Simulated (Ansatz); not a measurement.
**Notes on CsI**

```xyz
2
Lattice="4.5400 0.0000 0.0000 0.0000 4.5400 0.0000 0.0000 0.0000 4.5400" Properties=species:S:1:pos:R:3 pbc="T T T"
Cs    0.0000    0.0000    0.0000
I     2.2700    2.2700    2.2700
```

The numbers come from plane-wave PAW DFT (Ansatz): PBE, no spin polarisation, 420 eV, 6×6×6 Γ-centred k points, fermi-dirac occupations (width 0.1 eV). Nothing was relaxed.

(1) Metal or insulator? Give the gap.

(2) Are the atoms at rest?

(3) Is it stable against the elements?

(4) How is the charge shared?

(5) Describe some of the short contacts.

Origin: a database entry at a rescaled volume. Caveats: no spin-orbit coupling, which can shift this gap by tenths of an eV.

## Answers

(1) The gap is 3.95 eV, indirect (the least direct gap found is 4.03 eV).

(2) The forces vanish by the symmetry of the sites.

(3) -1.53 eV an atom against the elements' usual phases (free molecules for gases, crystals otherwise, with no correction for O₂ or N₂), so it is bound against them; other compounds may still compete. Relaxing would lower it.

(4) Bader charges in e: Cs +0.79, I -0.79. In the mean Cs gives up most and I takes most.

(5) Cs–I at 3.93 Å: least valence density 0.06 e/Å³ and ELF 0.05 there, a closed-shell (ionic or weak) contact. Cs–Cs at 4.54 Å: least valence density 0.01 e/Å³ and ELF 0.00 there, so no covalent bond. I–I at 4.54 Å: least valence density 0.03 e/Å³ and ELF 0.04 there, so no covalent bond. These are pseudo-fields; inside the PAW spheres they differ from the all-electron ones.
